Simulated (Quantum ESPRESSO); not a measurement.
# CdS (Hawleyite) (F-43m) in Quantum ESPRESSO: reference runs

Reference runs on CdS (Hawleyite): the cell as given.

All numbers are computed with Quantum ESPRESSO 7.5; they aren't measurements. Logs are shortened: lines on timing, memory, paths and dates and some standing lists are left out, and cuts for length are marked.

## (1) Starting point

Symmetry: F-43m, No. 216, cubic system. Conventional cell: a = 5.833 Å, b = 5.833 Å, c = 5.833 Å, α = 90.00°, β = 90.00°, γ = 90.00°. Around Cd (site symmetry -43m) lie 4 S at 2.53 Å. S (site symmetry -43m) has 4 Cd at 2.53 Å as nearest neighbours.

## (2) Single point, PBEsol

Input file pw.in:

```
&CONTROL
  calculation = 'scf'
  prefix = 'pwscf'
  outdir = './tmp'
  pseudo_dir = './pseudo'
  tprnfor = .true.
  tstress = .true.
  disk_io = 'low'
/
&SYSTEM
  ibrav = 0
  nat = 2
  ntyp = 2
  ecutwfc = 45
  ecutrho = 360
  nbnd = 15
  occupations = 'smearing'
  smearing = 'fd'
  degauss = 0.00367493
/
&ELECTRONS
  conv_thr = 4d-10
  electron_maxstep = 120
  mixing_beta = 0.5
/
ATOMIC_SPECIES
Cd   112.4140 cd_pbesol_v1.uspp.F.UPF
S     32.0600 s_pbesol_v1.4.uspp.F.UPF
CELL_PARAMETERS angstrom
   0.0000000000    2.9165000000    2.9165000000
   2.9165000000    0.0000000000    2.9165000000
   2.9165000000    2.9165000000    0.0000000000
ATOMIC_POSITIONS crystal
Cd     0.0000000000    0.0000000000    0.0000000000
S      0.7500000000    0.7500000000    0.7500000000
K_POINTS automatic
8 8 8 0 0 0
```

Input file pp_density.in:

```
&INPUTPP
  prefix = 'pwscf'
  outdir = './tmp'
  filplot = 'density.dat'
  plot_num = 0
/
&PLOT
  nfile = 1
  filepp(1) = 'density.dat'
  iflag = 3
  output_format = 6
  fileout = 'density.cube'
/
```

Input file pp_potential.in:

```
&INPUTPP
  prefix = 'pwscf'
  outdir = './tmp'
  filplot = 'potential.dat'
  plot_num = 11
/
&PLOT
  nfile = 1
  filepp(1) = 'potential.dat'
  iflag = 3
  output_format = 6
  fileout = 'potential.cube'
/
```

Potentials or basis: GBRV 1.5 PBEsol.

Command:

```
$ OMP_NUM_THREADS=1 mpirun -n 2 pw.x -nk 2 -in pw.in > pw.out
$ OMP_NUM_THREADS=1 mpirun -n 1 pp.x -in pp_density.in > pp_density.out
$ OMP_NUM_THREADS=1 mpirun -n 1 pp.x -in pp_potential.in > pp_potential.out
```

pw.out:

```text
This program is part of the open-source Quantum ESPRESSO suite
     for quantum simulation of materials; please cite
[... 13 lines left out ...]
     --------------------
     sticks:   dense  smooth     PW     G-vecs:    dense   smooth      PW
     Sum        1507     745    235                38709    13635    2277

     Using Slab Decomposition

     bravais-lattice index     =            0
     lattice parameter (alat)  =       7.7943  a.u.
     unit-cell volume          =     334.8209 (a.u.)^3
     number of atoms/cell      =            2
     number of atomic types    =            2
     number of electrons       =        18.00
     number of Kohn-Sham states=           15
     kinetic-energy cutoff     =      45.0000  Ry
     charge density cutoff     =     360.0000  Ry
     scf convergence threshold =      4.0E-10
     mixing beta               =       0.5000
     number of iterations used =            8  plain     mixing
     Exchange-correlation= SLA  PW   PSX  PSC
                           (   1   4  10   8   0   0   0)

     celldm(1)=   7.794277  celldm(2)=   0.000000  celldm(3)=   0.000000
     celldm(4)=   0.000000  celldm(5)=   0.000000  celldm(6)=   0.000000

     crystal axes: (cart. coord. in units of alat)
               a(1) = (   0.000000   0.707107   0.707107 )
               a(2) = (   0.707107   0.000000   0.707107 )
               a(3) = (   0.707107   0.707107   0.000000 )

     reciprocal axes: (cart. coord. in units 2 pi/alat)
               b(1) = ( -0.707107  0.707107  0.707107 )
               b(2) = (  0.707107 -0.707107  0.707107 )
               b(3) = (  0.707107  0.707107 -0.707107 )

     PseudoPot. # 1 for Cd read from file:
     cd_pbesol_v1.uspp.F.UPF
     Pseudo is Ultrasoft + core correction, Zval = 12.0
     Generated by new atomic code, or converted to UPF format
     Using radial grid of  889 points,  6 beta functions with:
                l(1) =   0
                l(2) =   0
                l(3) =   1
                l(4) =   1
                l(5) =   2
                l(6) =   2
     Q(r) pseudized with  6 coefficients,  rinner =    1.000   1.000   1.000
                                                       1.000   1.000

     PseudoPot. # 2 for S  read from file:
     s_pbesol_v1.4.uspp.F.UPF
     Pseudo is Ultrasoft + core correction, Zval =  6.0
     Generated by new atomic code, or converted to UPF format
     Using radial grid of  907 points,  6 beta functions with:
                l(1) =   0
                l(2) =   0
                l(3) =   1
                l(4) =   1
                l(5) =   2
                l(6) =   2
     Q(r) pseudized with  8 coefficients,  rinner =    1.300   1.300   1.300
                                                       1.300   1.300

     atomic species   valence    mass     pseudopotential
     Cd               12.00   112.41400     Cd( 1.00)
     S                 6.00    32.06000     S ( 1.00)

     24 Sym. Ops. (no inversion) found

   Cartesian axes

     site n.     atom                  positions (alat units)
         1        Cd     tau(   1) = (   0.0000000   0.0000000   0.0000000  )
         2        S      tau(   2) = (   1.0606602   1.0606602   1.0606602  )

     number of k points=    29  Fermi-Dirac smearing, width (Ry)=  0.0037
                       cart. coord. in units 2pi/alat
        k(    1) = (   0.0000000   0.0000000   0.0000000), wk =   0.0039062
        k(    2) = (   0.0883883   0.0883883  -0.0883883), wk =   0.0312500
        k(    3) = (   0.1767767   0.1767767  -0.1767767), wk =   0.0312500
        k(    4) = (   0.2651650   0.2651650  -0.2651650), wk =   0.0312500
        k(    5) = (  -0.3535534  -0.3535534   0.3535534), wk =   0.0156250
        k(    6) = (   0.1767767   0.0000000   0.0000000), wk =   0.0234375
[... 21 lines left out ...]
        k(   28) = (  -0.7071068   0.1767767  -0.0000000), wk =   0.0468750
        k(   29) = (  -0.7071068   0.3535534   0.0000000), wk =   0.0234375

     Dense  grid:    38709 G-vectors     FFT dimensions: (  48,  48,  48)

     Smooth grid:    13635 G-vectors     FFT dimensions: (  36,  36,  36)

     Initial potential from superposition of free atoms

     starting charge      17.4999, renormalised to      18.0000

     negative rho (up, down):  1.967E-02 0.000E+00
     Starting wfcs are   13 randomized atomic wfcs +    2 random wfcs

     Self-consistent Calculation

     iteration #  1     ecut=    45.00 Ry     beta= 0.50
     Davidson diagonalization with overlap
     ethr =  1.00E-02,  avg # of iterations =  6.6

     Threshold (ethr) on eigenvalues was too large:
     Diagonalizing with lowered threshold

     Davidson diagonalization with overlap
     ethr =  6.10E-04,  avg # of iterations =  1.7

     negative rho (up, down):  1.912E-02 0.000E+00

     total energy              =    -138.55417380 Ry
     estimated scf accuracy    <       0.10631109 Ry

     iteration #  2     ecut=    45.00 Ry     beta= 0.50
     Davidson diagonalization with overlap
     ethr =  5.91E-04,  avg # of iterations =  2.1

     negative rho (up, down):  1.937E-02 0.000E+00

     total energy              =    -138.58531048 Ry
     estimated scf accuracy    <       0.01133303 Ry

     iteration #  3     ecut=    45.00 Ry     beta= 0.50
     Davidson diagonalization with overlap
     ethr =  6.30E-05,  avg # of iterations =  5.8

     negative rho (up, down):  1.952E-02 0.000E+00

     total energy              =    -138.58679324 Ry
     estimated scf accuracy    <       0.00102086 Ry

     iteration #  4     ecut=    45.00 Ry     beta= 0.50
     Davidson diagonalization with overlap
     ethr =  5.67E-06,  avg # of iterations =  4.3

     negative rho (up, down):  1.953E-02 0.000E+00

     total energy              =    -138.58688662 Ry
     estimated scf accuracy    <       0.00003703 Ry

     iteration #  5     ecut=    45.00 Ry     beta= 0.50
     Davidson diagonalization with overlap
     ethr =  2.06E-07,  avg # of iterations =  6.1

     negative rho (up, down):  1.955E-02 0.000E+00

     total energy              =    -138.58693064 Ry
     estimated scf accuracy    <       0.00000203 Ry

     iteration #  6     ecut=    45.00 Ry     beta= 0.50
     Davidson diagonalization with overlap
     ethr =  1.13E-08,  avg # of iterations =  4.4

     negative rho (up, down):  1.957E-02 0.000E+00

     total energy              =    -138.58693169 Ry
     estimated scf accuracy    <       0.00000040 Ry

     iteration #  7     ecut=    45.00 Ry     beta= 0.50
     Davidson diagonalization with overlap
     ethr =  2.23E-09,  avg # of iterations =  2.8

     negative rho (up, down):  1.957E-02 0.000E+00

     total energy              =    -138.58693177 Ry
     estimated scf accuracy    <       0.00000002 Ry

     iteration #  8     ecut=    45.00 Ry     beta= 0.50
     Davidson diagonalization with overlap
     ethr =  1.32E-10,  avg # of iterations =  4.7

     negative rho (up, down):  1.957E-02 0.000E+00

     End of self-consistent calculation

          k = 0.0000 0.0000 0.0000 (  1687 PWs)   bands (ev):

    -6.8857  -2.1985  -2.1985  -2.1985  -1.7090  -1.7090   5.5234   5.5234
     5.5234   6.4958  11.9135  11.9135  11.9135  16.7087  16.8788

          k = 0.0884 0.0884-0.0884 (  1720 PWs)   bands (ev):

    -6.8211  -2.1757  -2.1757  -2.1466  -1.7102  -1.7102   4.4551   5.3970
     5.3970   7.3664  11.6462  12.1148  12.1148  16.2690  16.2690

          k = 0.1768 0.1768-0.1768 (  1700 PWs)   bands (ev):

    -6.6636  -2.1262  -2.1262  -1.9568  -1.7049  -1.7049   2.9675   5.1130
     5.1130   8.1553  11.6483  12.4281  12.4281  16.0167  16.0167

          k = 0.2652 0.2652-0.2652 (  1700 PWs)   bands (ev):

    -6.5052  -2.0881  -2.0881  -1.6845  -1.6845  -1.5978   1.6433   4.8507
     4.8507   8.3753  12.3549  12.4564  12.4564  16.2397  16.8325

          k =-0.3536-0.3536 0.3536 (  1694 PWs)   bands (ev):

    -6.4398  -2.0765  -2.0765  -1.6706  -1.6706  -1.3290   1.0188   4.7467
     4.7467   8.3821  12.4041  12.4041  12.8198  16.3440  17.8122

          k = 0.1768 0.0000 0.0000 (  1720 PWs)   bands (ev):

    -6.7997  -2.1578  -2.1538  -2.1538  -1.7258  -1.6961   4.4551   5.1861
     5.1861   7.6730  11.2271  12.3679  12.3679  15.2392  16.9576

          k = 0.2652 0.0884-0.0884 (  1712 PWs)   bands (ev):

    -6.6735  -2.1242  -2.1007  -2.0199  -1.7292  -1.6835   3.3623   4.8563
     4.9140   8.4746  10.9579  12.5749  12.8072  14.8317  16.8098

          k = 0.3536 0.1768-0.1768 (  1713 PWs)   bands (ev):

    -6.5160  -2.0846  -2.0561  -1.7939  -1.6685  -1.6299   2.0772   4.5505
     4.6050   8.9106  11.4080  12.4527  12.9313  15.6346  17.2920

          k =-0.2652-0.4419 0.4419 (  1713 PWs)   bands (ev):

    -6.4204  -2.0648  -2.0419  -1.7140  -1.6672  -1.3195   1.2008   4.2439
     4.5582   8.9819  11.6598  12.7867  12.9825  16.4372  17.6956

          k =-0.1768-0.3536 0.3536 (  1708 PWs)   bands (ev):

    -6.4420  -2.0631  -2.0550  -1.6979  -1.6944  -1.4069   1.4068   4.1444
     4.7378   8.9921  11.7970  12.6863  12.7248  16.5507  17.0002

          k =-0.0884-0.2652 0.2652 (  1703 PWs)   bands (ev):

    -6.5682  -2.0958  -2.0821  -1.8335  -1.7228  -1.6548   2.4790   4.3264
     5.0556   8.8283  11.6510  12.2216  12.6005  15.4583  16.9538

          k = 0.0000-0.1768 0.1768 (  1727 PWs)   bands (ev):

    -6.7256  -2.1492  -2.1276  -2.0601  -1.7246  -1.6934   3.6771   4.8217
     5.3377   8.1263  11.3874  12.2996  12.3979  15.4411  16.2930

          k = 0.3536 0.0000 0.0000 (  1716 PWs)   bands (ev):

    -6.5915  -2.0368  -2.0368  -2.0332  -1.7287  -1.6647   3.1548   4.4701
     4.4701   8.9792  10.1951  13.5132  13.5132  13.7920  17.1712

          k = 0.4419 0.0884-0.0884 (  1701 PWs)   bands (ev):

    -6.4663  -2.0256  -1.9784  -1.8975  -1.6502  -1.6021   2.3411   4.0253
     4.1819   9.3955  10.2168  12.9817  13.9449  15.0013  17.5008

          k =-0.1768-0.5303 0.5303 (  1703 PWs)   bands (ev):

    -6.3726  -2.0240  -1.9572  -1.8041  -1.6554  -1.2980   1.5713   3.4988
     4.1353   9.5999  10.8834  12.9472  13.7988  15.7889  17.9162

          k =-0.0884-0.4419 0.4419 (  1712 PWs)   bands (ev):

    -6.3638  -2.0307  -1.9755  -1.7420  -1.6900  -1.2077   1.4382   3.1961
     4.3530   9.7862  11.2253  13.0335  13.4671  15.8659  16.6851

          k = 0.0000-0.3536 0.3536 (  1696 PWs)   bands (ev):

    -6.4441  -2.0452  -2.0303  -1.7381  -1.7214  -1.4640   1.9592   3.4275
     4.7290   9.6890  11.5143  12.0921  13.0752  15.6196  17.6659

          k = 0.5303-0.0000 0.0000 (  1700 PWs)   bands (ev):

    -6.3855  -1.9772  -1.9037  -1.9037  -1.6331  -1.4998   2.0258   3.8367
     3.8367   9.1108   9.8293  13.9530  15.0318  15.0318  17.4286

          k =-0.0884-0.6187 0.6187 (  1703 PWs)   bands (ev):

    -6.3230  -1.9846  -1.8744  -1.8546  -1.6340  -1.2766   1.6159   3.3972
     3.7442   9.2625  10.0809  13.9687  15.1564  15.7242  17.9114

          k = 0.0000-0.5303 0.5303 (  1710 PWs)   bands (ev):

    -6.3149  -2.0009  -1.9007  -1.8023  -1.6637  -1.1282   1.5014   2.9177
     3.9495   9.6156  10.8589  13.8404  14.4211  14.9457  17.3273

          k =-0.7071 0.0000 0.0000 (  1724 PWs)   bands (ev):

    -6.3020  -1.9884  -1.8429  -1.8429  -1.6199  -1.2672   1.4908   3.5887
     3.5887   8.9100   9.7627  14.5471  16.1577  16.1577  17.5530

          k = 0.3536 0.1768 0.0000 (  1705 PWs)   bands (ev):

    -6.5477  -2.0743  -2.0470  -1.8880  -1.7042  -1.6493   2.6619   4.0967
     4.7457   9.2372  10.7751  12.3613  13.3487  14.9035  17.3239

          k =-0.2652-0.4419 0.6187 (  1706 PWs)   bands (ev):

    -6.4229  -2.0378  -2.0109  -1.7796  -1.6752  -1.4229   1.7815   3.6410
     4.4306   9.7061  11.1576  12.1448  13.6507  15.6342  18.1209

          k =-0.1768-0.3536 0.5303 (  1704 PWs)   bands (ev):

    -6.3719  -2.0332  -1.9935  -1.7368  -1.6822  -1.2129   1.3143   3.5318
     4.2656   9.7788  11.1940  12.5974  13.7465  15.8447  17.5782

          k =-0.1768-0.5303 0.7071 (  1693 PWs)   bands (ev):

    -6.3733  -1.9858  -1.9543  -1.8409  -1.6499  -1.3800   1.8594   3.5182
     3.8934   9.7914  10.2540  12.8268  14.8332  15.2582  18.2046

          k =-0.0884-0.4419 0.6187 (  1702 PWs)   bands (ev):

    -6.3235  -1.9904  -1.9365  -1.7806  -1.6754  -1.1460   1.5277   3.0999
     3.7614  10.1392  10.8574  12.7698  14.2193  15.6460  17.9487

          k = 0.0000-0.3536 0.5303 (  1714 PWs)   bands (ev):

    -6.3440  -2.0040  -1.9614  -1.7541  -1.6950  -1.1833   1.5812   3.0186
     4.0305  10.3271  11.0832  12.2619  14.2307  15.4619  17.1144

          k =-0.7071 0.1768-0.0000 (  1694 PWs)   bands (ev):

    -6.3028  -1.9758  -1.8979  -1.8124  -1.6469  -1.1657   1.5118   3.3756
     3.4308   9.6299  10.2454  14.0263  14.3308  16.3200  18.2688

          k =-0.7071 0.3536 0.0000 (  1708 PWs)   bands (ev):

    -6.3036  -1.9661  -1.9415  -1.7497  -1.7031  -1.0732   1.5356   3.1792
     3.2787  10.8226  10.8597  12.5976  13.3952  16.4890  18.4779

     the Fermi energy is     6.0477 ev

!    total energy              =    -138.58693179 Ry
     estimated scf accuracy    <          3.4E-10 Ry
     smearing contrib. (-TS)   =      -0.00000004 Ry
     internal energy E=F+TS    =    -138.58693175 Ry

     The total energy is F=E-TS. E is the sum of the following terms:
     one-electron contribution =     -38.36815527 Ry
     hartree contribution      =      32.54892915 Ry
     xc contribution           =     -47.42130533 Ry
     ewald contribution        =     -85.34640031 Ry

     convergence has been achieved in   8 iterations

     negative rho (up, down):  1.957E-02 0.000E+00

     Forces acting on atoms (cartesian axes, Ry/au):

     atom    1 type  1   force =     0.00000000   -0.00000000   -0.00000000
     atom    2 type  2   force =     0.00000000    0.00000000    0.00000000

     Total force =     0.000000     Total SCF correction =     0.000000

     Computing stress (Cartesian axis) and pressure

     negative rho (up, down):  1.957E-02 0.000E+00
          total   stress  (Ry/bohr**3)                   (kbar)     P=        0.46
   0.00000313   0.00000000   0.00000000            0.46        0.00        0.00
   0.00000000   0.00000313   0.00000000            0.00        0.46        0.00
   0.00000000   0.00000000   0.00000313            0.00        0.00        0.46

=------------------------------------------------------------------------------=
   JOB DONE.
=------------------------------------------------------------------------------=
```

It took 14 s on 2 MPI ranks of Arm Neoverse V2, shared host; peak memory 0.24 GiB.

What came out:

```
Free energy            : -1885.5713 eV
Pressure               : 0.0 GPa
Band gap on the k mesh : 0.97 eV, direct
```
